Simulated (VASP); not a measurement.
TiO: single point with HSE(alpha, omega)

The system is TiO.

```xyz
2
Lattice="2.7083 0.0000 0.0000 0.0000 2.7083 0.0000 0.0000 0.0000 2.7083" Properties=species:S:1:pos:R:3 pbc="T T T"
Ti    0.0000    0.0000    0.0000
O     1.3542    1.3542    1.3542
```

The cell comes from a database or a generator and needn't be the stable form of this composition.

| Item | Value |
| --- | --- |
| Program | VASP 6.6.1 |
| Task | single point |
| Functional | HSE(alpha, omega) |
| Potentials or basis | VASP PAW PBE potentials, release 64 (Ti_sv, O) |
| Cutoff | 520 eV |
| k mesh | 5 × 5 × 5 |
| Occupations | fermi-dirac, width 0.05 eV |
| Spin | no spin polarisation |

```json
{
  "Pressure": "-19.8 GPa",
  "Band gap on the k mesh": "none (metal or under the smearing width)"
}
```

Levels at points of the mesh, in eV from the Fermi level:
| k point | band 7 | band 8 | band 9 | band 10 | band 11 | band 12 |
| --- | --- | --- | --- | --- | --- | --- |
| (0.00, 0.00, 0.00) | -4.79 | -4.79 | -2.83 | -2.83 | 2.38 | 3.94 |

It took 100 s on 1 thread of Intel(R) Xeon(R) 6975P-C (Granite Rapids), with other jobs on the host, peak memory 0.22 GiB.

Caveat: the k mesh is coarse (spacing up to 0.46 Å⁻¹), so the values aren't converged, least of all with exact exchange; the PAW data sets were made with another functional, which shifts forces and pressure a little.
